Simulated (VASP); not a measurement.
Wanted: the native input for a VASP 6.6.1 run.

| Property | Result |
| --- | --- |
| Task | relaxation of cell and atoms |
| Functional | SCAN |
| Dispersion | MBD-FI |
| Potentials or basis | VASP PAW PBE potentials, release 64 (Co, O) |
| Cutoff | 600 eV |
| k mesh | 8 × 8 × 8 |
| Occupations | fermi-dirac, width 0.05 eV |
| Spin | collinear spin, ferromagnetic start |
| Starting moments | [2.0, 0.0] μB |
| Further INCAR settings | ALGO = Normal; EDIFF = 1e-06; IBRION = 2; EDIFFG = -0.01; NSW = 40; ISIF = 3 |

The structure of CoO lies in POSCAR:

```
CoO
1.0
    0.0000000000      2.1315000000      2.1315000000
    2.1315000000      0.0000000000      2.1315000000
    2.1315000000      2.1315000000      0.0000000000
Co O
1 1
Direct
    0.0000000000      0.0000000000      0.0000000000
    0.5000000000      0.5000000000      0.5000000000
```

These files were run (other wordings do the same):

INCAR

```
PREC = Accurate
ENCUT = 600
EDIFF = 1E-6
ISMEAR = -1
SIGMA = 0.05
LREAL = False
LASPH = True
NELM = 150
ALGO = Normal
ISIF = 3
LWAVE = False
LCHARG = False
ISPIN = 2
MAGMOM = 2 0
LORBIT = 11
LMAXMIX = 4
METAGGA = SCAN
LMIXTAU = True
IVDW = 263
IBRION = 2
NSW = 40
EDIFFG = -0.01
```

KPOINTS

```
Automatic mesh
0
Gamma
  8 8 8
```

Potentials or basis: VASP PAW PBE potentials, release 64 (Co, O).

The run is started by

```sh
$ cat potpaw_PBE.64/Co/POTCAR potpaw_PBE.64/O/POTCAR > POTCAR
$ mpirun -np 1 vasp_std > vasp.out
```

Results of the run:

The relaxed volume is 9.14 Å³/atom and the relaxed cell is a = 2.957 Å, b = 2.957 Å, c = 2.957 Å, α = 60.00°, β = 60.00°, γ = 60.00°. The space group after relaxing (to 0.05 Å) is Fm-3m (No. 225), the energy gained by relaxing is 16.3 meV/atom and the ionic steps are 4. The pressure after relaxing is -0.1 GPa, the band gap on the k mesh is none (metal or under the smearing width) and the net moment is 2.90 μB per cell. The site moments are Co +2.64; O +0.25 μB and the valence electrons inside the program's atomic spheres are Co 7.86; O 5.07. The hirshfeld charges are Co +0.40; O -0.40 e and the dispersion energy per atom is -0.136 eV.

Caveat: the PAW data sets were made with another functional, which shifts forces and pressure a little; a cell with one magnetic atom can't hold antiferromagnetic order, which such compounds often take; semilocal functionals often make such compounds metallic where correlation or magnetic order opens a gap, which also shifts bond lengths.

Wall time 4.2 min on 1 thread of AMD EPYC 9R45 96-Core Processor (Zen 5), with other jobs on the host, peak memory 0.14 GiB.
